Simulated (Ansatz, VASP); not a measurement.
P in VASP and in Ansatz

File INCAR:

```
PREC     = Accurate       # precision mode
ENCUT    = 600            # plane-wave cutoff, eV
EDIFF    = 1E-6           # SCF threshold, eV
ISMEAR   = -1             # smearing method
SIGMA    = 0.1            # smearing width, eV
LREAL    = False          # projectors in reciprocal space
LASPH    = True           # aspherical terms in the spheres
NELM     = 100            # most SCF steps
ALGO     = Normal         # electronic algorithm
ISIF     = 3              # what is computed and relaxed
LWAVE    = False          # write WAVECAR
LCHARG   = False          # write CHGCAR
GGA      = RE             # functional
IBRION   = 2              # ionic algorithm
NSW      = 80             # ionic steps
EDIFFG   = -0.01          # ionic threshold
```

The input KPOINTS:

```
regular mesh
0
Gamma
  5 5 5
```

The input POSCAR:

```
P
1.0
    4.9567132665      0.0000000000      0.0000000000
    0.0000000000      4.9567132665      0.0000000000
    0.0000000000      0.0000000000      4.9567132665
P
8
Direct
    0.0000000000      0.0000000000      0.0000000000
    0.5000000000      0.5000000000      0.5000000000
    0.2500000000      0.0000000000      0.5000000000
    0.7500000000      0.0000000000      0.5000000000
    0.5000000000      0.2500000000      0.0000000000
    0.5000000000      0.7500000000      0.0000000000
    0.0000000000      0.5000000000      0.2500000000
    0.0000000000      0.5000000000      0.7500000000
```

Input for Ansatz:

```yaml
crystal:
  lattice:
    - [4.9567132665, 0.0, 0.0]
    - [0.0, 4.9567132665, 0.0]
    - [0.0, 0.0, 4.9567132665]
  atoms:
    - { symbol: P, position: [0.0, 0.0, 0.0] }
    - { symbol: P, position: [0.5, 0.5, 0.5] }
    - { symbol: P, position: [0.25, 0.0, 0.5] }
    - { symbol: P, position: [0.75, 0.0, 0.5] }
    - { symbol: P, position: [0.5, 0.25, 0.0] }
    - { symbol: P, position: [0.5, 0.75, 0.0] }
    - { symbol: P, position: [0.0, 0.5, 0.25] }
    - { symbol: P, position: [0.0, 0.5, 0.75] }
hamiltonian:
  xc: revpbe
  pseudopotentials:
    kind: paw
    azcp:
      P: "pseudopotentials/P.paw.azcp"
basis:
  ecutwfc: 420
  fft_grid_basis: typed
kpoints:
  mp_grid: { grid: [5, 5, 5], shift: [0, 0, 0] }
magnetization:
  spin_polarized: false
scf:
  occupations: { method: fermi_dirac, width: 0.1 }
relax:
  max_steps: 60
  f_tol: 0.01
  cell: {}
```

The cell was built by a generator and needn't be a form met in nature.

Alike in both runs: task relaxation of cell and atoms; functional revPBE; k mesh 5 × 5 × 5; occupations fermi-dirac, width 0.1 eV; no spin polarisation.

```csv
,VASP,Ansatz
version,VASP 6.6.1,Ansatz 0.2.0
potentials or method,"VASP PAW PBE potentials, release 64 (P)","plane waves (420 eV) with PAW, scalar-relativistic"
plane-wave cutoff (eV),600,420
valence electrons in the cell,40,40
```

Ansatz gave:

```
relaxed volume (Å³/atom)                                     : 14.87
relaxed cell length with the largest relative difference (Å) : 4.918
energy change over the relaxation (meV/atom)                 : -2
```

Question: Estimate VASP's values.

Answer: Relaxed volume (Å³/atom): 14.80; relaxed cell length with the largest relative difference (Å): 4.910; energy change over the relaxation (meV/atom): -3.

Caveats: the PAW data sets were made with another functional, which shifts forces and pressure a little (VASP).
